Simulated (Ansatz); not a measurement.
**P: elastic constants with LDA**

P:

```
CELL_PARAMETERS angstrom
3.71022 0.00000 0.00000
2.10486 3.05537 0.00000
2.10486 1.10594 2.84819
ATOMIC_POSITIONS crystal
P 0.77292 0.77292 0.77292
P 0.22708 0.22708 0.22708
```

This isn't the form of P at room conditions, which is orthorhombic.

```yaml
Program: Ansatz 0.2.0
Task: elastic constants
Functional: LDA
Potentials_or_basis: Ansatz PAW earlier set
Cutoff: 600 eV
Density_cutoff: 3000 eV
k_mesh: 8 × 8 × 8
Occupations: methfessel-paxton, width 0.05 eV
Spin: no spin polarisation
Driver: chain
Atoms_under_strain: clamped
```

- Pressure: -2.7 GPa
- Largest force: 0.088 eV/Å
- Band gap on the k mesh: none (metal or under the smearing width)
- Voigt bulk modulus: 75 GPa

Forces on the atoms (eV/Å):
```
P   -0.074 -0.039 -0.027
P    0.074  0.039  0.027
```

Stress tensor (GPa, compression positive):
```
-3.42 -0.71 -0.48
-0.71 -2.45 -0.25
-0.48 -0.25 -2.25
```

Levels at points of the mesh, in eV from the Fermi level:
```tsv
k point	band 3	band 4	band 5	band 6	band 7	band 8
(0.00, 0.00, 0.00)	-3.18	-2.93	-2.93	1.23	2.55	2.55
(0.00, 0.00, -0.50)	-3.88	-3.41	-0.73	-0.33	0.07	0.47
(0.00, -0.50, -0.50)	-6.86	-5.45	-5.43	-0.04	6.00	7.35
(-0.50, -0.50, -0.50)	-2.85	-2.85	-0.19	-0.19	0.00	2.25
```

Elastic tensor in Voigt notation (GPa, ions clamped, in the Cartesian axes of the cell as first typed):
```
154  24  51 -35  -8 -12
 24 129  70  23 -15  30
 50  70 101  13  26 -15
-34  22  13  33  20   9
 -8 -14  25  20  60 -22
-12  30 -14   9 -22  43
```

Run time: 12 s on 2 threads of Arm Neoverse V2 (shared host), peak memory 0.54 GiB.

Caveat: elastic constants of metals need much finer meshes, so these are rough.
